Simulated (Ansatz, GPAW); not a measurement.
# Ballistic transport through a Zr chain with a Ti atom on top of one atom, cheap and dear, part 2 of 3

How well does a Zr chain with a Ti atom on top of one atom conduct at low bias, and how far do basis and functional move the answer?

GPAW 26.7.0 and Ansatz 0.2.0; Ansatz plane waves; Landauer transmission by layers, zero bias (the session's first sound run).

So far, transmission at the Fermi level (one spin): step 2 (plane waves, PBE) 3.18. Also open channels of the lead at the Fermi level (one spin): step 2 5.

## (3) GPAW, dzp

Localised orbitals split the wire into layers that couple to their neighbours alone, which is what the Green's function method needs; double zeta with polarisation is the usual level for numbers.

This step: GPAW LCAO, PAW setups; Landauer transmission from Green's functions with principal layers (ASE), zero bias (GPAW 26.7.0).

run.py reads:

```python
import json
import numpy as np
from ase import Atoms
from ase.transport.calculators import TransportCalculator
from gpaw import GPAW, FermiDirac
from gpaw.lcao.tools import get_lcao_hamiltonian
from scipy.linalg import eigh

# The junction with lead layers at both ends, along the third cell vector
device = Atoms(
    ['Zr', 'Zr', 'Zr', 'Zr', 'Zr', 'Zr', 'Zr', 'Ti', 'Zr', 'Zr', 'Zr', 'Zr', 'Zr', 'Zr'],
    positions=[
        [4.50000, 4.50000, 1.30000],
        [4.50000, 4.50000, 3.90000],
        [4.50000, 4.50000, 6.50000],
        [4.50000, 4.50000, 9.10000],
        [4.50000, 4.50000, 11.70000],
        [4.50000, 4.50000, 14.30000],
        [4.50000, 4.50000, 16.90000],
        [6.83110, 4.50000, 16.90000],
        [4.50000, 4.50000, 19.50000],
        [4.50000, 4.50000, 22.10000],
        [4.50000, 4.50000, 24.70000],
        [4.50000, 4.50000, 27.30000],
        [4.50000, 4.50000, 29.90000],
        [4.50000, 4.50000, 32.50000]],
    cell=[[9.0, 0.0, 0.0], [0.0, 9.0, 0.0], [0.0, 0.0, 33.8]],
    pbc=True)

# One principal layer of the lead: the first 4 atoms of the device
lead = Atoms(
    ['Zr', 'Zr', 'Zr', 'Zr'],
    positions=[
        [4.50000, 4.50000, 1.30000],
        [4.50000, 4.50000, 3.90000],
        [4.50000, 4.50000, 6.50000],
        [4.50000, 4.50000, 9.10000]],
    cell=[[9.0, 0.0, 0.0], [0.0, 9.0, 0.0], [0.0, 0.0, 10.4]],
    pbc=True)

settings = dict(mode='lcao', basis='dzp', xc='PBE', h=0.2,
                occupations=FermiDirac(0.1), maxiter=250,
                mixer=dict(beta=0.1, nmaxold=8, weight=100.0),
                convergence=dict(density=0.0001))
energies = np.arange(-2, 2 + 1e-9, 0.05)
eta = 0.0001
n1, n2 = 1, 1
# k and -k transmit alike, so half of the mesh across the current serves
mesh = [(i, j) for i in range(n1) for j in range(n2) if (i, j) <= (-i % n1, -j % n2)]
weights = np.array([1 if (i, j) == (-i % n1, -j % n2) else 2 for i, j in mesh]) / (n1 * n2)

# [... helper functions left out ...]
fermi_lead = ground_state(lead, (1, 1, 11), 'lead.txt')
fermi_device = ground_state(device, (1, 1, 3), 'device.txt')
# [... loop over the mesh left out, but for ...]
        # Shift the lead onto the potential of the device's first layer
        shift = ((H[:, 0, 0] - H0[:, 0, 0]) / S0[0, 0]).real.mean()
# [...]
kT = 8.617333e-5 * 200
bias = [0.1, 0.2, 0.5, 1.0, 1.5, 2.0]
# [... integrals and printing left out ...]
```

On the command line:

```console
$ OMP_NUM_THREADS=1 OPENBLAS_NUM_THREADS=2 python run.py
```

Log:

```text
basis functions: device 406, principal layer 116
Fermi level: lead -1.7892 eV, device -1.7137 eV; lead shifted by -0.0028 eV
largest coupling past the next layer 1.05e-05 eV, largest misfit of the first layer 0.030 eV
  E-E_F (eV)   T (one spin)  [channel counts left out]
    -2.000    9.6222e-01
    -1.950    9.6000e-01
    -1.900    9.5948e-01
    -1.850    9.6305e-01
    -1.800    9.7667e-01
    -1.750    9.9118e-01
    -1.700    2.9828e-01
    -1.650    7.0729e-01
    -1.600    7.6008e-01
    -1.550    9.3919e-01
    -1.500    1.3191e+00
    -1.450    1.5525e+00
    -1.400    1.6857e+00
    -1.350    1.7562e+00
    -1.300    1.7803e+00
    -1.250    1.7575e+00
[...]
1.650    2.0922e+00
     1.700    2.0066e+00
     1.750    1.9104e+00
     1.800    1.8026e+00
     1.850    1.6494e+00
     1.900    1.6291e+00
     1.950    1.6301e+00
     2.000    1.6350e+00
conductance at 200 K: 2.959 G0 a cell; thermopower -3.952 uV/K
current from the zero-bias T(E) at 0.1 V: 22.876 uA
current from the zero-bias T(E) at 0.2 V: 45.774 uA
current from the zero-bias T(E) at 0.5 V: 119.87 uA
current from the zero-bias T(E) at 1.0 V: 241.43 uA
current from the zero-bias T(E) at 1.5 V: 345.02 uA
current from the zero-bias T(E) at 2.0 V: 443.78 uA
```

Run time: 2.2 min. Hardware: 2 threads of Arm Neoverse V2, shared host; peak memory 1.4 GiB.

This step gave:

```
conductance                                    : 2.959 G₀
largest coupling past the next principal layer : 1.05e-5 eV
largest misfit of the first principal layer    : 0.02991 eV
shift that aligns the lead                     : -0.002827 eV
basis functions of the junction                : 406
basis functions of a principal layer           : 116
transmission at the Fermi level (one spin)     : 2.983
```

One spin. Transmission, zone mean against energy, zero at the Fermi level:

| energy (eV) | transmission, zone mean |
| --- | --- |
| -2.00 | 0.962 |
| -1.85 | 0.963 |
| -1.70 | 0.298 |
| -1.60 | 0.760 |
| -1.45 | 1.55 |
| -1.30 | 1.78 |
| -1.15 | 1.48 |
| -1.05 | 2.42 |
| -0.90 | 3.13 |
| -0.75 | 3.24 |
| -0.70 | 3.26 |
| -0.60 | 3.18 |
| -0.50 | 2.86 |
| -0.35 | 3.39 |
| -0.20 | 3.20 |
| -0.05 | 2.83 |
| 0.00 | 2.98 |
| 0.05 | 3.03 |
| 0.15 | 3.41 |
| 0.20 | 3.41 |
| 0.35 | 3.08 |
| 0.50 | 2.55 |
| 0.60 | 2.25 |
| 0.75 | 2.04 |
| 0.90 | 1.96 |
| 1.05 | 1.85 |
| 1.15 | 1.61 |
| 1.30 | 2.30 |
| 1.40 | 2.36 |
| 1.45 | 2.31 |
| 1.60 | 2.16 |
| 1.70 | 2.01 |
| 1.85 | 1.65 |
| 2.00 | 1.63 |

Not self-consistent under bias; the bias window is split evenly. Current through one cell, from the zero-bias transmission against bias:

| bias (V) | current through one cell, from the zero-bias transmission (μA) |
| --- | --- |
| 0.100 | 22.9 |
| 0.200 | 45.8 |
| 0.500 | 120 |
| 1.000 | 241 |
| 1.500 | 345 |
| 2.000 | 444 |

Transmission of the three most open eigenchannels against energy, zero at the Fermi level:

| energy (eV) | channel 1 | channel 2 | channel 3 |
| --- | --- | --- | --- |
| -2.00 | 0.962 | 2.1e-8 | 1.1e-11 |
| -1.85 | 0.963 | 2.1e-8 | 9.6e-12 |
| -1.70 | 0.298 | 2.0e-8 | 8.5e-10 |
| -1.60 | 0.760 | 1.9e-8 | 9.5e-9 |
| -1.45 | 0.692 | 0.508 | 0.353 |
| -1.30 | 0.744 | 0.544 | 0.493 |
| -1.15 | 0.850 | 0.549 | 0.0826 |
| -1.05 | 0.961 | 0.894 | 0.567 |
| -0.90 | 0.981 | 0.931 | 0.611 |
| -0.75 | 0.984 | 0.935 | 0.681 |
| -0.60 | 0.989 | 0.804 | 0.707 |
| -0.50 | 0.994 | 0.709 | 0.704 |
| -0.35 | 0.998 | 0.983 | 0.759 |
| -0.20 | 0.992 | 0.939 | 0.837 |
| -0.05 | 0.987 | 0.936 | 0.467 |
| 0.00 | 0.981 | 0.981 | 0.878 |
| 0.05 | 0.968 | 0.948 | 0.947 |
| 0.20 | 0.970 | 0.876 | 0.832 |
| 0.35 | 0.978 | 0.675 | 0.670 |
| 0.50 | 0.982 | 0.647 | 0.395 |
| 0.60 | 0.983 | 0.633 | 0.261 |
| 0.75 | 0.984 | 0.539 | 0.175 |
| 0.90 | 0.984 | 0.349 | 0.262 |
| 1.05 | 0.985 | 0.446 | 0.162 |
| 1.15 | 0.984 | 0.533 | 0.0707 |
| 1.30 | 0.988 | 0.707 | 0.595 |
| 1.45 | 0.996 | 0.660 | 0.645 |
| 1.60 | 0.998 | 0.676 | 0.453 |
| 1.70 | 0.997 | 0.672 | 0.300 |
| 1.85 | 0.996 | 0.638 | 0.0132 |
| 2.00 | 0.996 | 0.639 | 1.1e-8 |

At the Fermi level T is 2.98 against 3.18 in plane waves. Couplings past the next layer reach 1.1e-5 eV, small enough to drop; the matrix elements of the cell's first layer differ from the bulk lead's by up to 0.030 eV. That layer keeps its own values in the calculation, and only beyond it is the lead taken as perfect. The Fermi levels of lead and junction count from different zeros of potential, one for each periodic cell; with both set to zero, the small remaining shift is what aligns them. By hand: G = 2.959 × 77.48 μS = 229 μS, a resistance of 4.36 kΩ; at 0.1 V a linear junction would pass 22.9 μA, and the integral over the bias window gives 22.9 μA.

## (4) GPAW, szp: basis = "szp(dzp)"

One radial function a shell plus polarisation makes the matrices smaller; the question is what that costs.

Edit run.py of step 3 so:

```diff
@@ -40,3 +40,3 @@
 
-settings = dict(mode='lcao', basis='dzp', xc='PBE', h=0.2,
+settings = dict(mode='lcao', basis='szp(dzp)', xc='PBE', h=0.2,
                 occupations=FermiDirac(0.1), maxiter=250,
```

Log:

```text
basis functions: device 224, principal layer 64
Fermi level: lead -1.7146 eV, device -1.6417 eV; lead shifted by -0.0028 eV
largest coupling past the next layer 1.05e-05 eV, largest misfit of the first layer 0.034 eV
  E-E_F (eV)   T (one spin)  [channel counts left out]
    -2.000    9.4137e-01
    -1.950    9.4031e-01
    -1.900    9.4332e-01
    -1.850    9.5571e-01
    -1.800    9.8800e-01
    -1.750    5.0669e-01
    -1.700    4.8751e-01
    -1.650    6.5596e-01
    -1.600    6.9559e-01
    -1.550    1.0198e+00
    -1.500    1.3142e+00
    -1.450    1.4932e+00
    -1.400    1.5990e+00
    -1.350    1.6561e+00
    -1.300    1.6741e+00
    -1.250    1.6511e+00
[...]
1.650    2.0000e+00
     1.700    1.9036e+00
     1.750    1.7996e+00
     1.800    1.6725e+00
     1.850    1.6227e+00
     1.900    1.6232e+00
     1.950    1.6244e+00
     2.000    1.6372e+00
conductance at 200 K: 2.7707 G0 a cell; thermopower -6.103 uV/K
current from the zero-bias T(E) at 0.1 V: 21.493 uA
current from the zero-bias T(E) at 0.2 V: 43.461 uA
current from the zero-bias T(E) at 0.5 V: 116.79 uA
current from the zero-bias T(E) at 1.0 V: 236.6 uA
current from the zero-bias T(E) at 1.5 V: 337.71 uA
current from the zero-bias T(E) at 2.0 V: 437.56 uA
```

The job ended after 97 s (2 threads; peak memory 1.3 GiB).

This step gave:

* conductance: 2.771 G₀
* largest misfit of the first principal layer: 0.03408 eV
* shift that aligns the lead: -0.002791 eV
* basis functions of the junction: 224
* basis functions of a principal layer: 64
* transmission at the Fermi level (one spin): 2.781

One spin. Table of transmission, zone mean by energy, zero at the Fermi level:

| energy (eV) | transmission, zone mean |
| --- | --- |
| -2.00 | 0.941 |
| -1.90 | 0.943 |
| -1.80 | 0.988 |
| -1.70 | 0.488 |
| -1.55 | 1.02 |
| -1.45 | 1.49 |
| -1.35 | 1.66 |
| -1.25 | 1.65 |
| -1.15 | 1.43 |
| -1.05 | 3.39 |
| -0.90 | 3.12 |
| -0.80 | 3.19 |
| -0.70 | 3.22 |
| -0.60 | 3.10 |
| -0.50 | 2.90 |
| -0.40 | 3.34 |
| -0.35 | 3.36 |
| -0.25 | 3.31 |
| -0.15 | 2.88 |
| -0.05 | 2.58 |
| 0.00 | 2.78 |
| 0.05 | 2.92 |
| 0.15 | 3.38 |
| 0.25 | 3.31 |
| 0.40 | 2.85 |
| 0.50 | 2.46 |
| 0.60 | 2.18 |
| 0.70 | 2.05 |
| 0.80 | 2.03 |
| 0.90 | 2.01 |
| 1.05 | 1.89 |
| 1.15 | 1.73 |
| 1.25 | 2.48 |
| 1.35 | 2.32 |
| 1.45 | 2.25 |
| 1.55 | 2.15 |
| 1.70 | 1.90 |
| 1.80 | 1.67 |
| 1.90 | 1.62 |
| 2.00 | 1.64 |

Not self-consistent under bias; the bias window is split evenly. The current through one cell, from the zero-bias transmission by bias:

| bias (V) | current through one cell, from the zero-bias transmission (μA) |
| --- | --- |
| 0.100 | 21.5 |
| 0.200 | 43.5 |
| 0.500 | 117 |
| 1.000 | 237 |
| 1.500 | 338 |
| 2.000 | 438 |

Transmission of the three most open eigenchannels against energy, zero at the Fermi level:

| energy (eV) | channel 1 | channel 2 | channel 3 |
| --- | --- | --- | --- |
| -2.00 | 0.941 | 9.0e-8 | 0 |
| -1.90 | 0.943 | 8.9e-8 | 0 |
| -1.80 | 0.988 | 8.7e-8 | 1.9e-12 |
| -1.70 | 0.488 | 8.4e-8 | 3.4e-10 |
| -1.55 | 0.677 | 0.203 | 0.140 |
| -1.45 | 0.608 | 0.541 | 0.345 |
| -1.35 | 0.698 | 0.518 | 0.440 |
| -1.25 | 0.793 | 0.491 | 0.368 |
| -1.15 | 0.857 | 0.522 | 0.0516 |
| -1.05 | 0.968 | 0.942 | 0.900 |
| -0.90 | 0.980 | 0.934 | 0.621 |
| -0.80 | 0.983 | 0.937 | 0.662 |
| -0.70 | 0.986 | 0.915 | 0.689 |
| -0.60 | 0.990 | 0.748 | 0.702 |
| -0.50 | 0.995 | 0.698 | 0.684 |
| -0.40 | 0.998 | 0.958 | 0.714 |
| -0.25 | 0.988 | 0.973 | 0.783 |
| -0.15 | 0.989 | 0.860 | 0.782 |
| -0.05 | 0.984 | 0.936 | 0.400 |
| 0.00 | 0.979 | 0.967 | 0.679 |
| 0.05 | 0.981 | 0.970 | 0.930 |
| 0.15 | 0.963 | 0.918 | 0.908 |
| 0.25 | 0.973 | 0.831 | 0.794 |
| 0.40 | 0.980 | 0.637 | 0.582 |
| 0.50 | 0.982 | 0.627 | 0.387 |
| 0.60 | 0.983 | 0.630 | 0.242 |
| 0.70 | 0.984 | 0.606 | 0.167 |
| 0.80 | 0.985 | 0.532 | 0.174 |
| 0.90 | 0.985 | 0.413 | 0.285 |
| 1.05 | 0.986 | 0.461 | 0.229 |
| 1.15 | 0.976 | 0.527 | 0.128 |
| 1.25 | 0.946 | 0.891 | 0.579 |
| 1.35 | 0.918 | 0.779 | 0.627 |
| 1.45 | 0.998 | 0.654 | 0.596 |
| 1.55 | 0.998 | 0.666 | 0.471 |
| 1.70 | 0.996 | 0.660 | 0.227 |
| 1.80 | 0.995 | 0.638 | 0.0344 |
| 1.90 | 0.995 | 0.629 | 5.8e-8 |
| 2.00 | 0.996 | 0.642 | 3.6e-8 |

The conductance, 2.77 G₀, lies 6.4 % below that of the dzp run.

## (5) GPAW, sz: basis = "sz(dzp)"

One function for each valence shell of the setup, as for a first survey of a large system.

Edit run.py of step 4 so:

```diff
@@ -40,3 +40,3 @@
 
-settings = dict(mode='lcao', basis='szp(dzp)', xc='PBE', h=0.2,
+settings = dict(mode='lcao', basis='sz(dzp)', xc='PBE', h=0.2,
                 occupations=FermiDirac(0.1), maxiter=250,
```

Log:

```text
basis functions: device 182, principal layer 52
Fermi level: lead -1.5754 eV, device -1.5200 eV; lead shifted by -0.0018 eV
largest coupling past the next layer 1.05e-05 eV, largest misfit of the first layer 0.036 eV
  E-E_F (eV)   T (one spin)  [channel counts left out]
    -2.000    9.1008e-01
    -1.950    9.1356e-01
    -1.900    9.2560e-01
[...]
1.950    1.5992e+00
     2.000    1.6292e+00
conductance at 200 K: 2.4875 G0 a cell; thermopower -10.93 uV/K
current from the zero-bias T(E) at 0.1 V: 19.533 uA
current from the zero-bias T(E) at 0.2 V: 40.428 uA
current from the zero-bias T(E) at 0.5 V: 113.26 uA
current from the zero-bias T(E) at 1.0 V: 232.51 uA
current from the zero-bias T(E) at 1.5 V: 331.52 uA
current from the zero-bias T(E) at 2.0 V: 429.77 uA
```

Wall time 68 s (2 threads); peak memory 1.2 GiB.

This step gave:

```
conductance                                 : 2.488 G₀
largest misfit of the first principal layer : 0.03611 eV
shift that aligns the lead                  : -0.001813 eV
basis functions of the junction             : 182
basis functions of a principal layer        : 52
transmission at the Fermi level (one spin)  : 2.429
```

The conductance, 2.49 G₀, lies 16 % below that of the dzp run.

## (6) LDA in the dzp basis: xc = "LDA"

Back in the dzp basis, the functional changes from PBE to LDA, to set the spread between functionals beside that between bases.

Edit run.py of step 5 so:

```diff
@@ -40,3 +40,3 @@
 
-settings = dict(mode='lcao', basis='sz(dzp)', xc='PBE', h=0.2,
+settings = dict(mode='lcao', basis='dzp', xc='LDA', h=0.2,
                 occupations=FermiDirac(0.1), maxiter=250,
```

Log:

```text
basis functions: device 406, principal layer 116
Fermi level: lead -2.0004 eV, device -1.9291 eV; lead shifted by -0.0024 eV
largest coupling past the next layer 9.77e-06 eV, largest misfit of the first layer 0.033 eV
  E-E_F (eV)   T (one spin)  [channel counts left out]
    -2.000    9.6385e-01
    -1.950    9.6127e-01
    -1.900    9.5977e-01
[...]
1.950    1.5719e+00
     2.000    1.5662e+00
conductance at 200 K: 3.0672 G0 a cell; thermopower -1.853 uV/K
current from the zero-bias T(E) at 0.1 V: 23.789 uA
current from the zero-bias T(E) at 0.2 V: 47.536 uA
current from the zero-bias T(E) at 0.5 V: 122.02 uA
current from the zero-bias T(E) at 1.0 V: 241.68 uA
current from the zero-bias T(E) at 1.5 V: 347.31 uA
current from the zero-bias T(E) at 2.0 V: 447.7 uA
```

It took 2 min on 2 threads; peak memory 1.4 GiB.

This step gave:

```yaml
conductance: 3.067 G₀
largest_coupling_past_the_next_principal_layer: 9.77e-6 eV
largest_misfit_of_the_first_principal_layer: 0.03287 eV
shift_that_aligns_the_lead: -0.002443 eV
basis_functions_of_the_junction: 406
basis_functions_of_a_principal_layer: 116
transmission_at_the_fermi_level_one_spin: 3.048
```

One spin. Table of transmission, zone mean by energy, zero at the Fermi level:

| energy (eV) | transmission, zone mean |
| --- | --- |
| -2.00 | 0.964 |
| -1.90 | 0.960 |
| -1.80 | 0.968 |
| -1.70 | 0.667 |
| -1.55 | 0.759 |
| -1.45 | 1.36 |
| -1.35 | 1.68 |
| -1.30 | 1.72 |
| -1.25 | 1.69 |
| -1.15 | 1.39 |
| -1.05 | 2.95 |
| -0.90 | 3.16 |
| -0.80 | 3.25 |
| -0.70 | 3.30 |
| -0.65 | 3.31 |
| -0.60 | 3.31 |
| -0.50 | 2.79 |
| -0.40 | 3.35 |
| -0.35 | 3.39 |
| -0.25 | 3.33 |
| -0.15 | 2.87 |
| -0.05 | 3.08 |
| 0.00 | 3.05 |
| 0.05 | 3.11 |
| 0.15 | 3.42 |
| 0.25 | 3.33 |
| 0.40 | 2.88 |
| 0.50 | 2.51 |
| 0.60 | 2.23 |
| 0.70 | 2.09 |
| 0.80 | 2.04 |
| 0.90 | 2.00 |
| 1.05 | 1.91 |
| 1.15 | 1.77 |
| 1.25 | 2.13 |
| 1.35 | 2.22 |
| 1.40 | 2.36 |
| 1.45 | 2.28 |
| 1.55 | 2.15 |
| 1.70 | 1.90 |
| 1.80 | 1.69 |
| 1.90 | 1.58 |
| 2.00 | 1.57 |

The conductance, 3.07 G₀, lies 3.7 % above that of the dzp run.

## (7) All levels side by side

Times are for 2 threads of Arm Neoverse V2, shared host. The series side by side:

| no. | run | conductance (G₀) | time | memory (GiB) |
| --- | --- | --- | --- | --- |
| 1 | dzp | 2.959 | 2.2 min | 1.4 |
| 2 | szp | 2.771 | 97 s | 1.3 |
| 3 | sz | 2.488 | 68 s | 1.2 |
| 4 | dzp LDA | 3.067 | 2 min | 1.4 |

## (8) Comparison

The curves are compared point by point over the common energies.

This step: comparison of transmission and cost over codes and levels (GPAW 26.7.0).

Ladder, by row:

| step | code | T at the Fermi level (sum over the listed spins) | conductance (G0) | r.m.s. T(E) from the first | wall time (s) | peak memory (GiB) | threads |
| --- | --- | --- | --- | --- | --- | --- | --- |
| pw-pbe | Ansatz | 3.178 | - | 0 | 1751 | 3.487 | 2 |
| dzp | GPAW | 2.983 | 2.959 | 0.1454 | 131.3 | 1.35 | 2 |
| szp | GPAW | 2.781 | 2.771 | 0.2194 | 96.51 | 1.28 | 2 |
| sz | GPAW | 2.429 | 2.488 | 0.25 | 67.68 | 1.22 | 2 |
| dzp-LDA | GPAW | 3.048 | 3.067 | 0.203 | 122.7 | 1.35 | 2 |

Transmission, zone mean, sum over the listed spins against energy, zero at the Fermi level:

| energy (eV) | pw-pbe | dzp | szp | sz | dzp-LDA |
| --- | --- | --- | --- | --- | --- |
| -2.000 | 0.973 | 0.962 | 0.941 | 0.910 | 0.964 |
| -1.800 | 0.973 | 0.977 | 0.988 | 0.995 | 0.968 |
| -1.600 | 0.762 | 0.760 | 0.696 | 0.594 | 0.731 |
| -1.400 | 1.68 | 1.69 | 1.60 | 1.53 | 1.57 |
| -1.300 | 1.83 | 1.78 | 1.67 | 1.60 | 1.72 |
| -1.200 | 1.77 | 1.67 | 1.57 | 1.52 | 1.55 |
| -1.050 | 2.24 | 2.42 | 3.39 | 2.24 | 2.95 |
| -1.000 | 2.79 | 2.99 | 3.12 | 2.96 | 3.04 |
| -0.800 | 3.20 | 3.21 | 3.19 | 3.15 | 3.25 |
| -0.700 | 3.27 | 3.26 | 3.22 | 3.16 | 3.30 |
| -0.600 | 3.17 | 3.18 | 3.10 | 2.73 | 3.31 |
| -0.400 | 3.45 | 3.38 | 3.34 | 3.30 | 3.35 |
| -0.350 | 3.46 | 3.39 | 3.36 | 3.30 | 3.39 |
| -0.200 | 3.24 | 3.20 | 3.19 | 3.15 | 3.20 |
| 0.000 | 3.18 | 2.98 | 2.78 | 2.43 | 3.05 |
| 0.150 | 3.52 | 3.41 | 3.38 | 3.40 | 3.42 |
| 0.200 | 3.50 | 3.41 | 3.38 | 3.40 | 3.40 |
| 0.400 | 3.03 | 2.91 | 2.85 | 2.82 | 2.88 |
| 0.600 | 2.28 | 2.25 | 2.18 | 2.16 | 2.23 |
| 0.800 | 2.05 | 2.01 | 2.03 | 2.05 | 2.04 |
| 1.000 | 1.98 | 1.90 | 1.95 | 1.90 | 1.95 |
| 1.200 | 1.73 | 2.06 | 1.99 | 2.32 | 1.79 |
| 1.250 | 2.40 | 2.35 | 2.48 | 2.49 | 2.13 |
| 1.400 | 2.31 | 2.36 | 2.30 | 2.31 | 2.36 |
| 1.600 | 2.13 | 2.16 | 2.08 | 2.12 | 2.08 |
| 1.800 | 1.93 | 1.80 | 1.67 | 1.74 | 1.69 |
| 2.000 | 1.67 | 1.63 | 1.64 | 1.63 | 1.57 |

(Part 2 of 3 ends here.)

[Logs are printed without paths, hosts, clocks, repeated set-up lines and the standing remarks that a program may print on its own settings, such as how far it seeks lower states.]

[Hosts, paths, dates, database ids (printed as entryN), source tags and the programs' standing remarks are cut or masked in the printed files.]
